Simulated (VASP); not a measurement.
# SrTiO3 (Pm-3m) in VASP: Born charges and dielectric tensor with PBEsol

Aim: the Born charges and dielectric tensor of SrTiO3 with PBEsol.

All numbers are computed with VASP 6.6.1; they aren't measurements. Logs are shortened: lines on timing, memory, paths and dates and some standing lists are left out, and cuts for length are marked.

### 1 The crystal as given

It takes space group Pm-3m (No. 221, cubic). The conventional cell has a = 3.895 Å, b = 3.895 Å, c = 3.895 Å, α = 90.00°, β = 90.00°, γ = 90.00°. Sr (site symmetry m-3m) has 12 O at 2.75 Å as nearest neighbours. Ti (site symmetry m-3m) has 6 O at 1.95 Å as nearest neighbours. Around O (site symmetry 4/mmm) lie 2 Ti at 1.95 Å.

The cell is a database's computed one.

### 2 Born charges and dielectric tensor, PBEsol

File INCAR:

```
SYSTEM = SrTiO3
  PREC = Accurate
  ENCUT = 600
  EDIFF = 1E-8
  ISMEAR = 0
  SIGMA = 0.02
  LREAL = .FALSE.
  LASPH = .TRUE.
  NELM = 80
  ALGO = Normal
  ISIF = 2
  LWAVE = .FALSE.
  LCHARG = .FALSE.
  GGA = PS
  LEPSILON = .TRUE.
  IBRION = 8
  NSW = 1
```

File KPOINTS:

```
Automatic mesh
0
G
  8 8 8
  0 0 0
```

File POSCAR:

```
SrTiO3
1.0
    3.8946700000      0.0000000000      0.0000000000
    0.0000000000      3.8946700000      0.0000000000
    0.0000000000      0.0000000000      3.8946700000
Sr Ti O
1 1 3
Direct
    0.0000000000      0.0000000000      0.0000000000
    0.5000000000      0.5000000000      0.5000000000
    0.5000000000      0.0000000000      0.5000000000
    0.5000000000      0.5000000000      0.0000000000
    0.0000000000      0.5000000000      0.5000000000
```

Potentials or basis: VASP PAW PBE potentials, release 64 (Sr_sv, Ti_sv, O).

Run with:

```console
> cat potpaw_PBE.64/Sr_sv/POTCAR potpaw_PBE.64/Ti_sv/POTCAR potpaw_PBE.64/O/POTCAR > POTCAR
> mpirun -np 1 vasp_std > vasp.out
```

OUTCAR:

```text
SYSTEM = SrTiO3
   PREC = Accurate
   ENCUT = 600
   EDIFF = 1E-8
   ISMEAR = 0
   LREAL = .FALSE.
   LASPH = .TRUE.
   NELM = 80
   ISIF = 2
   GGA = PS
   LEPSILON = .TRUE.
   IBRION = 8
   NSW = 1

 ion  position               nearest neighbor table
   1  0.000  0.000  0.000-   3 2.75   4 2.75   5 2.75   3 2.75   5 2.75   4 2.75   5 2.75   5 2.75
                             3 2.75   4 2.75   3 2.75   4 2.75   2 3.37   2 3.37   2 3.37   2 3.37
   2  0.500  0.500  0.500-   3 1.95   4 1.95   5 1.95   4 1.95   3 1.95   5 1.95   1 3.37   1 3.37
                             1 3.37   1 3.37   1 3.37   1 3.37   1 3.37   1 3.37
   3  0.500  0.000  0.500-   2 1.95   2 1.95   1 2.75   1 2.75   1 2.75   1 2.75
   4  0.500  0.500  0.000-   2 1.95   2 1.95   1 2.75   1 2.75   1 2.75   1 2.75
   5  0.000  0.500  0.500-   2 1.95   2 1.95   1 2.75   1 2.75   1 2.75   1 2.75

  LATTYP: Found a simple cubic cell.
 ALAT       =     3.8946700000

  Lattice vectors:

 A1 = (   3.8946700000,   0.0000000000,   0.0000000000)
 A2 = (   0.0000000000,   3.8946700000,   0.0000000000)
 A3 = (   0.0000000000,   0.0000000000,   3.8946700000)

Analysis of symmetry for initial positions (statically):
=====================================================================
 Subroutine PRICEL returns:
 Original cell was already a primitive cell.

 Routine SETGRP: Setting up the symmetry group for a
 simple cubic supercell.

 Subroutine GETGRP returns: Found 48 space group operations
 (whereof 48 operations were pure point group operations)
 out of a pool of 48 trial point group operations.

The static configuration has the point symmetry O_h .

Analysis of symmetry for dynamics (positions and initial velocities):
=====================================================================
 Subroutine PRICEL returns:
 Original cell was already a primitive cell.

 Routine SETGRP: Setting up the symmetry group for a
 simple cubic supercell.

 Subroutine GETGRP returns: Found 48 space group operations
 (whereof 48 operations were pure point group operations)
 out of a pool of 48 trial point group operations.

The dynamic configuration has the point symmetry O_h .

 Subroutine INISYM returns: Found 48 space group operations
 (whereof 48 operations are pure point group operations),
 and found     1 'primitive' translations

----------------------------------------------------------------------------------------

                                     Primitive cell

  volume of cell :      59.0761

  direct lattice vectors                    reciprocal lattice vectors
     3.894670000  0.000000000  0.000000000     0.256761163  0.000000000  0.000000000
     0.000000000  3.894670000  0.000000000     0.000000000  0.256761163  0.000000000
     0.000000000  0.000000000  3.894670000     0.000000000  0.000000000  0.256761163

  length of vectors
     3.894670000  3.894670000  3.894670000     0.256761163  0.256761163  0.256761163

  position of ions in fractional coordinates (direct lattice)
     0.000000000  0.000000000  0.000000000
     0.500000000  0.500000000  0.500000000
[... 872 lines left out ...]
 -----------------------------------------------------------------------------
    -0.00930  0.00000  0.00000
     0.00000  0.01271 -0.00000
     0.00000 -0.00000 -0.00930

 MACROSCOPIC STATIC DIELECTRIC TENSOR (including local field effects in DFT)
 ------------------------------------------------------
           6.359006    -0.000000    -0.000000
           0.000000     6.359006     0.000000
           0.000000     0.000000     6.359006
 ------------------------------------------------------

 PIEZOELECTRIC TENSOR (including local field effects)  for field in x, y, z        (e  Angst)
          XX          YY          ZZ          XY          YZ          ZX
  --------------------------------------------------------------------------------
  x     0.00000     0.00000     0.00000     0.00000     0.00000     0.00000
  y     0.00000     0.00000     0.00000     0.00000     0.00000     0.00000
  z     0.00000     0.00000     0.00000     0.00000     0.00000     0.00000

 PIEZOELECTRIC TENSOR (including local field effects)  for field in x, y, z        (C/m^2)
          XX          YY          ZZ          XY          YZ          ZX
  --------------------------------------------------------------------------------
  x     0.00000     0.00000     0.00000     0.00000     0.00000     0.00000
  y     0.00000     0.00000     0.00000     0.00000     0.00000     0.00000
  z     0.00000     0.00000     0.00000     0.00000     0.00000     0.00000

 BORN EFFECTIVE CHARGES (including local field effects) (in |e|, cummulative output)
 ---------------------------------------------------------------------------------
 ion    1
    1     2.55305     0.00000     0.00000
    2     0.00000     2.55305    -0.00000
    3     0.00000     0.00000     2.55305
 ion    2
    1     7.35271     0.00000    -0.00000
    2    -0.00000     7.35271    -0.00000
    3    -0.00000    -0.00000     7.35271
 ion    3
    1    -2.04117     0.00000    -0.00000
    2    -0.00000    -5.82341     0.00000
    3    -0.00000     0.00000    -2.04117
 ion    4
    1    -2.04117    -0.00000     0.00000
    2     0.00000    -2.04117    -0.00000
    3     0.00000    -0.00000    -5.82341
 ion    5
    1    -5.82341    -0.00000    -0.00000
    2     0.00000    -2.04117    -0.00000
    3    -0.00000     0.00000    -2.04117

 INTERNAL STRAIN TENSOR FOR ION    5 for displacements in x,y,z  (eV/Angst):
          X           Y           Z          XY          YZ          ZX
  --------------------------------------------------------------------------------
  x     0.00000     0.00000     0.00000     0.00000     0.00000     0.00000
  y     0.00000     0.00000     0.00000     0.00000     0.00000     0.00000
  z     0.00000     0.00000     0.00000     0.00000     0.00000     0.00000

 SECOND DERIVATIVES (NOT SYMMETRIZED)
 ------------------------------------
               1X          1Y          1Z          2X          2Y          2Z          3X          3Y          3Z          4X          4Y          4Z          5X          5Y          5Z
  1X    -3.629192   -0.000000    0.000000    2.993323   -0.000000    0.000000   -0.272327   -0.000000   -0.000000   -0.272327    0.000000   -0.000000    1.180523    0.000000    0.000000
  1Y    -0.000000   -3.629192    0.000000   -0.000000    2.993323   -0.000000    0.000000    1.180523    0.000000    0.000000   -0.272327   -0.000000    0.000000   -0.272327   -0.000000
  1Z    -0.000000   -0.000000   -3.629192   -0.000000   -0.000000    2.993323    0.000000    0.000000   -0.272327    0.000000    0.000000    1.180523    0.000000    0.000000   -0.272327
  2X     2.992236    0.000000   -0.000000   -2.173491   -0.000000    0.000000   -0.255052   -0.000000    0.000000   -0.255052    0.000000   -0.000000   -0.308642    0.000000   -0.000000
  2Y     0.000000    2.992236   -0.000000   -0.000000   -2.173491    0.000000   -0.000000   -0.308642   -0.000000    0.000000   -0.255052   -0.000000   -0.000000   -0.255052    0.000000
  2Z    -0.000000   -0.000000    2.992236    0.000000    0.000000   -2.173491   -0.000000   -0.000000   -0.255052   -0.000000   -0.000000   -0.308642   -0.000000   -0.000000   -0.255052
  3X    -0.277087    0.000000    0.000000   -0.277490    0.000000    0.000000   -3.990913    0.000000    0.000000   -0.912937    0.000000    0.000000    5.458427    0.000000    0.000000
  3Y     0.000000    1.174866    0.000000    0.000000   -0.338663    0.000000   -0.000000  -11.739609   -0.000000   -0.000000    5.451703    0.000000   -0.000000    5.451703   -0.000000
  3Z     0.000000    0.000000   -0.277087    0.000000    0.000000   -0.277490    0.000000    0.000000   -3.990913    0.000000    0.000000    5.458427    0.000000    0.000000   -0.912937
  4X    -0.277087    0.000000    0.000000   -0.277490    0.000000    0.000000   -0.912937    0.000000    0.000000   -3.990913    0.000000    0.000000    5.458427    0.000000    0.000000
  4Y     0.000000   -0.277087    0.000000    0.000000   -0.277490    0.000000    0.000000    5.458427    0.000000    0.000000   -3.990913    0.000000    0.000000   -0.912937    0.000000
  4Z    -0.000000   -0.000000    1.174866    0.000000   -0.000000   -0.338663    0.000000    0.000000    5.451703    0.000000   -0.000000  -11.739609    0.000000    0.000000    5.451703
  5X     1.174866    0.000000    0.000000   -0.338663    0.000000    0.000000    5.451703   -0.000000   -0.000000    5.451703   -0.000000    0.000000  -11.739609   -0.000000   -0.000000
  5Y     0.000000   -0.277087    0.000000    0.000000   -0.277490    0.000000    0.000000    5.458427    0.000000    0.000000   -0.912937    0.000000    0.000000   -3.990913    0.000000
  5Z     0.000000    0.000000   -0.277087    0.000000    0.000000   -0.277490    0.000000    0.000000   -0.912937    0.000000    0.000000    5.458427    0.000000    0.000000   -3.990913

 Eigenvectors and eigenvalues of the dynamical matrix
 ----------------------------------------------------

   1 f  =   16.007976 THz   100.581077 2PiTHz  533.968589 cm-1    66.203638 meV
             X         Y         Z           dx          dy          dz
      0.000000  0.000000  0.000000    -0.000000    0.000000   -0.031960
      1.947335  1.947335  1.947335     0.000000   -0.000000    0.003850
      1.947335  0.000000  1.947335    -0.000000   -0.000000   -0.385270
      1.947335  1.947335  0.000000    -0.000000    0.000000    0.837913
      0.000000  1.947335  1.947335     0.000000    0.000000   -0.385270
[... 105 lines left out ...]
  15 f/i=    1.855668 THz    11.659509 2PiTHz   61.898437 cm-1     7.674425 meV
             X         Y         Z           dx          dy          dz
      0.000000  0.000000  0.000000    -0.244321    0.000119   -0.012005
      1.947335  1.947335  1.947335    -0.446420    0.000218   -0.021936
      1.947335  0.000000  1.947335     0.511802   -0.000226    0.025148
      1.947335  1.947335  0.000000     0.511802   -0.000250    0.022769
      0.000000  1.947335  1.947335     0.463383   -0.000250    0.025148

--------------------------------------------------------------------------------------------------------

 MACROSCOPIC STATIC DIELECTRIC TENSOR IONIC CONTRIBUTION
 ------------------------------------------------------
           5.024258    -0.000000     0.000000
          -0.000000     5.024258     0.000000
           0.000000     0.000000     5.024258
 ------------------------------------------------------

 ELASTIC MODULI CONTR FROM IONIC RELAXATION (kBar)
 Direction    XX          YY          ZZ          XY          YZ          ZX
 --------------------------------------------------------------------------------
 XX           0.0000      0.0000      0.0000      0.0000      0.0000      0.0000
 YY           0.0000      0.0000      0.0000      0.0000      0.0000      0.0000
 ZZ           0.0000      0.0000      0.0000      0.0000      0.0000      0.0000
 XY           0.0000      0.0000      0.0000      0.0000      0.0000      0.0000
 YZ           0.0000      0.0000      0.0000      0.0000      0.0000      0.0000
 ZX           0.0000      0.0000      0.0000      0.0000      0.0000      0.0000
 --------------------------------------------------------------------------------

 PIEZOELECTRIC TENSOR IONIC CONTR  for field in x, y, z        (C/m^2)
          XX          YY          ZZ          XY          YZ          ZX
  --------------------------------------------------------------------------------
  x     0.00000     0.00000     0.00000     0.00000     0.00000     0.00000
  y     0.00000     0.00000     0.00000     0.00000     0.00000     0.00000
  z     0.00000     0.00000     0.00000     0.00000     0.00000     0.00000
```

Run time: 24 min. Hardware: 1 thread of Intel Xeon 6975P-C (Granite Rapids), shared host; peak memory 0.69 GiB.

What came out:

| Quantity | Value |
| --- | --- |
| Band gap on the k mesh | 1.82 eV, indirect (least direct gap 2.17 eV) |
| Electronic dielectric tensor (diagonal) | 6.36 |
| Born charges (mean of the diagonal) | Sr +2.55; Ti +7.35; O -3.30 e |
| Highest phonon frequency at Γ, LO-TO splitting left out | 534 cm⁻¹ |
| Most unstable mode | 62i cm⁻¹ |

Phonon frequencies in cm⁻¹ (negative: imaginary):
```csv
q point,frequencies
"(0.000, 0.000, 0.000)",-62 -62 -62 3 3 3 159 159 159 229 229 229 534 534 534
```

Electronic dielectric tensor:
```
6.36 0.00 0.00
0.00 6.36 0.00
0.00 0.00 6.36
```

Born effective charge tensors (e):
atom 1, Sr
```
2.55 0.00 0.00
0.00 2.55 0.00
0.00 0.00 2.55
```
atom 2, Ti
```
7.35 0.00 0.00
0.00 7.35 0.00
0.00 0.00 7.35
```
atom 3, O
```
-2.04  0.00  0.00
 0.00 -5.82  0.00
 0.00  0.00 -2.04
```
atom 4, O
```
-2.04  0.00  0.00
 0.00 -2.04  0.00
 0.00  0.00 -5.82
```
atom 5, O
```
-5.82  0.00  0.00
 0.00 -2.04  0.00
 0.00  0.00 -2.04
```

Caveat: some modes are imaginary. A k mesh can miss the band edges.
